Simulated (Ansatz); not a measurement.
## Deforming YN

```yaml
crystal:
  lattice:
    - [0.00000, 2.43850, 2.43850]
    - [2.43850, 0.00000, 2.43850]
    - [2.43850, 2.43850, 0.00000]
  atoms:
    - { symbol: Y, position: [0.00000, 0.00000, 0.00000] }
    - { symbol: N, position: [0.50000, 0.50000, 0.50000] }
```

Atoms are numbered in the order listed.

Conventional cell: a = 4.877 Å, b = 4.877 Å, c = 4.877 Å, α = 90.00°, β = 90.00°, γ = 90.00°. Y (atom 1) is surrounded by 6 N at 2.44 Å. Around N (atom 2) lie 6 Y at 2.44 Å.

The cell comes from COD entry 9008768, which wasn't checked; take it as a given geometry.

These are results of DFT, LDA, all-electron PAW with datasets made for the crystal, scalar-relativistic in Ansatz 0.2.0, not measurements.

Numerical set-up: a Γ-centred 11×11×11 k mesh, Fermi–Dirac smearing of 0.03 eV, cutoff 280 eV (chosen by the program for this cell), no spin polarisation.

The unchanged cell is at -5.94 GPa.

Semilocal functionals give too small gaps.

x, y and z are the Cartesian axes of the cell as listed; fractional coordinates follow a strain, and an engineering shear is twice the off-diagonal strain component.

Vzz stands for the principal value of largest size of the field-gradient tensor, whatever its axis.

No spin–orbit coupling: at heavy atoms the gradients can be off by tens of per cent for that reason.

(1) One change gave: energy change +2 meV/atom; stress change (xx, yy, zz, yz, xz, xy) 0.00, 0.00, 0.00, -1.29, -1.29, -1.29 GPa, compression positive; Vzz in 10²¹ V/m²: Y1 0 → -0.54 (η = 0.00), N2 0 → 0.09 (η = 0.00). Which change was it?
A. equal xy, yz and zx engineering shear strains of -2 %
B. equal xy, yz and zx engineering shear strains of +1 %
C. equal xy, yz and zx engineering shear strains of -1 %
D. equal xy, yz and zx engineering shear strains of +2 %

Answers

(1) B. For equal xy, yz and zx engineering shear strains of -2 %: energy change +7 meV/atom; stress change (xx, yy, zz, yz, xz, xy) 0.01, 0.01, 0.01, 2.43, 2.43, 2.43 GPa, compression positive; Vzz in 10²¹ V/m²: Y1 0 → 1.08 (η = 0.00), N2 0 → -0.16 (η = 0.00). For equal xy, yz and zx engineering shear strains of -1 %: energy change +2 meV/atom; stress change (xx, yy, zz, yz, xz, xy) 0.00, 0.00, 0.00, 1.24, 1.24, 1.24 GPa, compression positive; Vzz in 10²¹ V/m²: Y1 0 → 0.54 (η = 0.00), N2 0 → -0.08 (η = 0.00). For equal xy, yz and zx engineering shear strains of +2 %: energy change +7 meV/atom; stress change (xx, yy, zz, yz, xz, xy) 0.01, 0.01, 0.01, -2.64, -2.64, -2.64 GPa, compression positive; Vzz in 10²¹ V/m²: Y1 0 → -1.08 (η = 0.00), N2 0 → 0.20 (η = 0.00).
